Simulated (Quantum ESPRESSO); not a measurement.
# MgB2 (P6/mmm) in Quantum ESPRESSO: further runs, part 3 of 3

Quantum ESPRESSO 7.5. Earlier steps stand in the parts before.

## 4. Phonons, LDA

Input file pw.in:

```
&CONTROL
  calculation = 'scf'
  prefix = 'pwscf'
  outdir = './tmp'
  pseudo_dir = './pseudo'
  tprnfor = .true.
  tstress = .true.
  disk_io = 'low'
/
&SYSTEM
  ibrav = 0
  nat = 3
  ntyp = 2
  ecutwfc = 36
  ecutrho = 216
  nbnd = 14
  occupations = 'smearing'
  smearing = 'gaussian'
  degauss = 0.00999582
/
&ELECTRONS
  conv_thr = 6d-10
  electron_maxstep = 120
  mixing_beta = 0.5
/
ATOMIC_SPECIES
Mg    24.3050 Mg.LDA_PW-JTH.UPF
B     10.8100 B.LDA_PW-JTH.UPF
CELL_PARAMETERS angstrom
   3.0850000000    0.0000000000    0.0000000000
  -1.5425000000    2.6716883707    0.0000000000
   0.0000000000    0.0000000000    3.5230000000
ATOMIC_POSITIONS crystal
Mg     0.0000000000    0.0000000000    0.0000000000
B      0.6666666667    0.3333333333    0.5000000000
B      0.3333333333    0.6666666667    0.5000000000
K_POINTS automatic
10 10 8 0 0 0
```

Input file relax.in:

```
&CONTROL
  calculation = 'vc-relax'
  prefix = 'pwscf'
  outdir = './tmp'
  pseudo_dir = './pseudo'
  tprnfor = .true.
  tstress = .true.
  disk_io = 'low'
  nstep = 40
  forc_conv_thr = 0.0001
  etot_conv_thr = 1d-06
/
&SYSTEM
  ibrav = 0
  nat = 3
  ntyp = 2
  ecutwfc = 36
  ecutrho = 216
  nbnd = 14
  occupations = 'smearing'
  smearing = 'gaussian'
  degauss = 0.00999582
/
&ELECTRONS
  conv_thr = 6d-10
  electron_maxstep = 120
  mixing_beta = 0.5
/
&IONS
  ion_dynamics = 'bfgs'
/
&CELL
  cell_dynamics = 'bfgs'
  press = 0
  press_conv_thr = 0.2
/
ATOMIC_SPECIES
Mg    24.3050 Mg.LDA_PW-JTH.UPF
B     10.8100 B.LDA_PW-JTH.UPF
CELL_PARAMETERS angstrom
   3.0850000000    0.0000000000    0.0000000000
  -1.5425000000    2.6716883707    0.0000000000
   0.0000000000    0.0000000000    3.5230000000
ATOMIC_POSITIONS crystal
Mg     0.0000000000    0.0000000000    0.0000000000
B      0.6666666667    0.3333333333    0.5000000000
B      0.3333333333    0.6666666667    0.5000000000
K_POINTS automatic
10 10 8 0 0 0
```

Input file scf2.in:

```
&CONTROL
  calculation = 'scf'
  prefix = 'pwscf'
  outdir = './tmp'
  pseudo_dir = './pseudo'
  tprnfor = .true.
  tstress = .true.
  disk_io = 'low'
/
&SYSTEM
  ibrav = 0
  nat = 3
  ntyp = 2
  ecutwfc = 36
  ecutrho = 216
  nbnd = 14
  occupations = 'smearing'
  smearing = 'gaussian'
  degauss = 0.00999582
/
&ELECTRONS
  conv_thr = 1d-13
  electron_maxstep = 120
  mixing_beta = 0.5
  startingpot = 'file'
  startingwfc = 'file'
/
ATOMIC_SPECIES
Mg    24.3050 Mg.LDA_PW-JTH.UPF
B     10.8100 B.LDA_PW-JTH.UPF
CELL_PARAMETERS angstrom
   3.0393262175    0.0000000000    0.0000000000
  -1.5196631087    2.6321337147    0.0000000000
   0.0000000000    0.0000000000    3.4388466777
ATOMIC_POSITIONS crystal
Mg     0.0000000000    0.0000000000    0.0000000000
B      0.6666666667    0.3333333333    0.5000000000
B      0.3333333333    0.6666666667    0.5000000000
K_POINTS automatic
10 10 8 0 0 0
```

Input file ph.in:

```
phonons of MgB2
&INPUTPH
  prefix = 'pwscf'
  outdir = './tmp'
  tr2_ph = 1d-16
  fildyn = 'dyn'
  niter_ph = 60
  alpha_mix(1) = 0.4
/
0.0000000000 0.0000000000 0.0000000000
```

Input file dynmat.in:

```
&INPUT
  fildyn = 'dyn'
  asr = 'crystal'
  filout = 'dynmat.disp'
  fileig = 'dynmat.eig'
/
```

Potentials or basis: JTH 2.0 LDA.

Launch:

```console
OMP_NUM_THREADS=1 pw.x -in pw.in > pw.out
OMP_NUM_THREADS=1 pw.x -in relax.in > relax.out
OMP_NUM_THREADS=1 pw.x -in scf2.in > scf2.out
OMP_NUM_THREADS=1 ph.x -in ph.in > ph.out
OMP_NUM_THREADS=1 dynmat.x -in dynmat.in > dynmat.out
```

pw.out:

```text
This program is part of the open-source Quantum ESPRESSO suite
     for quantum simulation of materials; please cite
         "P. Giannozzi et al., J. Phys.:Condens. Matter 21 395502 (2009);
         "P. Giannozzi et al., J. Phys.:Condens. Matter 29 465901 (2017);
         "P. Giannozzi et al., J. Chem. Phys. 152 154105 (2020);
     in publications or presentations arising from this work. More details at

     file Mg.LDA_PW-JTH.UPF: wavefunction(s)  3P renormalized
     file B.LDA_PW-JTH.UPF: wavefunction(s)  2S 0S 2P 0P renormalized
     Message from routine setup:
     using ibrav=0 with symmetry is DISCOURAGED, use correct ibrav instead

     G-vector sticks info
     --------------------
     sticks:   dense  smooth     PW     G-vecs:    dense   smooth      PW
     Sum         511     337    109                10513     5629    1035

     Using Slab Decomposition

     bravais-lattice index     =            0
     lattice parameter (alat)  =       5.8298  a.u.
     unit-cell volume          =     195.9522 (a.u.)^3
     number of atoms/cell      =            3
     number of atomic types    =            2
     number of electrons       =        16.00
     number of Kohn-Sham states=           14
     kinetic-energy cutoff     =      36.0000  Ry
     charge density cutoff     =     216.0000  Ry
     scf convergence threshold =      6.0E-10
     mixing beta               =       0.5000
     number of iterations used =            8  plain     mixing
     Exchange-correlation= SLA PW NOGX NOGC
                           (   1   4   0   0   0   0   0)

     celldm(1)=   5.829805  celldm(2)=   0.000000  celldm(3)=   0.000000
     celldm(4)=   0.000000  celldm(5)=   0.000000  celldm(6)=   0.000000

     crystal axes: (cart. coord. in units of alat)
               a(1) = (   1.000000   0.000000   0.000000 )
               a(2) = (  -0.500000   0.866025   0.000000 )
               a(3) = (   0.000000   0.000000   1.141977 )

     reciprocal axes: (cart. coord. in units 2 pi/alat)
               b(1) = (  1.000000  0.577350 -0.000000 )
               b(2) = (  0.000000  1.154701  0.000000 )
               b(3) = (  0.000000 -0.000000  0.875674 )

     PseudoPot. # 1 for Mg read from file:
     Mg.LDA_PW-JTH.UPF
     Pseudo is Projector augmented-wave + core cor, Zval = 10.0
     Generated using ATOMPAW code
     Shape of augmentation charge: SINC**2
     Using radial grid of  976 points,  4 beta functions with:
                l(1) =   0
                l(2) =   0
                l(3) =   1
                l(4) =   1
     Q(r) pseudized with 0 coefficients

     PseudoPot. # 2 for B  read from file:
     B.LDA_PW-JTH.UPF
     Pseudo is Projector augmented-wave + core cor, Zval =  3.0
     Generated using ATOMPAW code
     Shape of augmentation charge: SINC**2
     Using radial grid of  906 points,  4 beta functions with:
                l(1) =   0
                l(2) =   0
                l(3) =   1
                l(4) =   1
     Q(r) pseudized with 0 coefficients

     atomic species   valence    mass     pseudopotential
     Mg               10.00    24.30500     Mg( 1.00)
     B                 3.00    10.81000     B ( 1.00)

     24 Sym. Ops., with inversion, found

   Cartesian axes

     site n.     atom                  positions (alat units)
         1        Mg     tau(   1) = (   0.0000000   0.0000000   0.0000000  )
         2        B      tau(   2) = (   0.5000000   0.2886751   0.5709887  )
         3        B      tau(   3) = (  -0.0000000   0.5773503   0.5709887  )

     number of k points=    70  Gaussian smearing, width (Ry)=  0.0100
                       cart. coord. in units 2pi/alat
        k(    1) = (   0.0000000   0.0000000   0.0000000), wk =   0.0025000
        k(    2) = (   0.0000000   0.0000000   0.1094593), wk =   0.0050000
        k(    3) = (   0.0000000   0.0000000   0.2189185), wk =   0.0050000
        k(    4) = (   0.0000000   0.0000000   0.3283778), wk =   0.0050000
        k(    5) = (   0.0000000   0.0000000  -0.4378371), wk =   0.0025000
        k(    6) = (   0.0000000   0.1154701   0.0000000), wk =   0.0150000
[... 62 lines left out ...]
        k(   69) = (   0.3000000   0.5196152   0.3283778), wk =   0.0300000
        k(   70) = (   0.3000000   0.5196152  -0.4378371), wk =   0.0150000

     Dense  grid:    10513 G-vectors     FFT dimensions: (  27,  27,  32)

     Smooth grid:     5629 G-vectors     FFT dimensions: (  24,  24,  25)

     Check: negative core charge=   -0.000001

     Initial potential from superposition of free atoms

     starting charge      15.9987, renormalised to      16.0000
     Starting wfcs are   24 randomized atomic wfcs

     Self-consistent Calculation

     iteration #  1     ecut=    36.00 Ry     beta= 0.50
     Davidson diagonalization with overlap
     ethr =  1.00E-02,  avg # of iterations =  3.6

     total energy              =    -161.64473189 Ry
     estimated scf accuracy    <       0.33435493 Ry
[... 50 lines left out ...]
     iteration #  9     ecut=    36.00 Ry     beta= 0.50
     Davidson diagonalization with overlap
     ethr =  5.22E-12,  avg # of iterations =  1.9

     End of self-consistent calculation

          k = 0.0000 0.0000 0.0000 (   709 PWs)   bands (ev):

   -64.9038 -32.3150 -32.3150 -32.3015  -2.7317   6.6320   9.9118   9.9118
    11.1917  15.8265  15.8265  17.7566  19.3614  22.0876
[... 138 lines left out ...]
   -64.9000 -32.3540 -32.3243 -32.3015   1.9483   2.5501   6.4758   7.6369
     8.6789  15.0302  18.5529  18.7218  20.7787  22.9143

          k = 0.0000-0.5774-0.4378 (   708 PWs)   bands (ev):

   -64.9000 -32.3540 -32.3241 -32.3027   2.1466   2.7223   6.0118   7.6822
     8.2240  15.3203  18.1406  18.3752  22.4200  25.0293

          k = 0.1000 0.1732 0.0000 (   727 PWs)   bands (ev):
[... 196 lines left out ...]
   -64.8996 -32.3455 -32.3379 -32.3018   2.6226   3.8294   4.7084   6.8394
     8.2304  13.1937  20.2298  20.7978  22.8425  22.9132

     the Fermi energy is     9.5923 ev

!    total energy              =    -161.70752590 Ry
     total all-electron energy =      -161.707526 Ry
     estimated scf accuracy    <          5.0E-12 Ry
     smearing contrib. (-TS)   =      -0.00051621 Ry
     internal energy E=F+TS    =    -161.70700969 Ry

     The total energy is F=E-TS. E is the sum of the following terms:
     one-electron contribution =     -90.92458732 Ry
     hartree contribution      =      27.79485218 Ry
     xc contribution           =     -17.72945876 Ry
     ewald contribution        =     -73.85592404 Ry
     one-center paw contrib.   =      -6.99189175 Ry

     convergence has been achieved in   9 iterations

     Forces acting on atoms (cartesian axes, Ry/au):

     atom    1 type  1   force =    -0.00000000    0.00000000   -0.00000000
     atom    2 type  2   force =     0.00000000   -0.00000000    0.00000000
     atom    3 type  2   force =    -0.00000000    0.00000000   -0.00000000

     Total force =     0.000000     Total SCF correction =     0.000000

     Computing stress (Cartesian axis) and pressure

          total   stress  (Ry/bohr**3)                   (kbar)     P=      -78.95
  -0.00055812   0.00000000   0.00000000          -82.10        0.00        0.00
  -0.00000000  -0.00055812   0.00000000           -0.00      -82.10        0.00
   0.00000000  -0.00000000  -0.00049373            0.00       -0.00      -72.63

=------------------------------------------------------------------------------=
   JOB DONE.
=------------------------------------------------------------------------------=
```

scf2.out:

```text
This program is part of the open-source Quantum ESPRESSO suite
     for quantum simulation of materials; please cite
         "P. Giannozzi et al., J. Phys.:Condens. Matter 21 395502 (2009);
         "P. Giannozzi et al., J. Phys.:Condens. Matter 29 465901 (2017);
         "P. Giannozzi et al., J. Chem. Phys. 152 154105 (2020);
[... 562 lines left out ...]
   0.00000000  -0.00000684   0.00000000            0.00       -1.01        0.00
   0.00000000   0.00000000  -0.00000952            0.00        0.00       -1.40

=------------------------------------------------------------------------------=
   JOB DONE.
=------------------------------------------------------------------------------=
```

Run time: 3.4 min. Hardware: 1 thread of Arm Neoverse V1, shared host; peak memory 0.05 GiB.

What came out:

* Free energy: -2200.1758 eV
* Relaxed volume: 9.17 Å³/atom
* Relaxed cell: a = 3.039 Å, b = 3.039 Å, c = 3.439 Å, α = 90.00°, β = 90.00°, γ = 120.00°
* Space group after relaxing (to 0.05 Å): P6/mmm (No. 191)
* Pressure after relaxing: -0.1 GPa
* Band gap on the k mesh: none (metal or under the smearing width)
* Highest phonon frequency at Γ: 718 cm⁻¹

Step by step:
```csv
step,energy change (eV),largest force (eV/Å),pressure (GPa),volume (Å³)
1,0.0000,0.0000,-7.89,29.04
2,-0.0354,0.0000,-1.77,27.88
3,-0.0380,0.0000,0.09,27.54
4,-0.0385,0.0000,0.20,27.50
5,-0.0386,0.0000,0.04,27.50
6,-0.0386,0.0000,0.00,27.51
```

Final structure:
```
Mg B
1.0
     3.03933    0.00000    0.00000
    -1.51966    2.63213    0.00000
     0.00000    0.00000    3.43885
Mg B
1 2
Direct
  0.00000 0.00000 0.00000
  0.66667 0.33333 0.50000
  0.33333 0.66667 0.50000
```

Phonon frequencies in cm⁻¹ (negative: imaginary):
```tsv
q point	frequencies
(0.000, 0.000, 0.000)	7 7 12 353 353 419 482 482 718
```

Optical modes at Γ, degenerate ones joined:
| cm⁻¹ | components | symmetry | active in |
| --- | --- | --- | --- |
| 353 | 2 | E1u | IR |
| 419 | 1 | A2u | IR |
| 482 | 2 | E2g | Raman |
| 718 | 1 | B1g | silent |

Caveat: the mesh is thin for the phonons of a metal; the cutoff is low for these files, which shifts pressure and relaxed volume.

## 5. Overview

```tsv
level	potentials or basis	cutoff (eV)	smearing	form of the LDA correlation	gap on the mesh (eV)	pressure (GPa)
PBEsol	GBRV 1.5 PBEsol	612	gaussian 0.2 eV	-	none	0.0
PBE	JTH 2.0 PBE	490	cold 0.136 eV	-	none	0.0
LDA	JTH 2.0 LDA	490	gaussian 0.136 eV	PW92	none	-0.1
```

Alike in all rows: task phonons; no spin polarisation; cell relaxed; k mesh 10 × 10 × 8.

Caveats: the mesh is thin for the phonons of a metal; the cutoff is low for these files, which shifts pressure and relaxed volume (some runs); before the sum rule the acoustic modes lie tens of cm⁻¹ from zero, a sign that the density grid also shifts the optical modes (some runs); the acoustic modes lie far from zero, so the frequencies are unreliable (some runs); some modes are imaginary (some runs).

Total energies depend on the potentials used, so only differences within one code and one set of settings carry meaning.
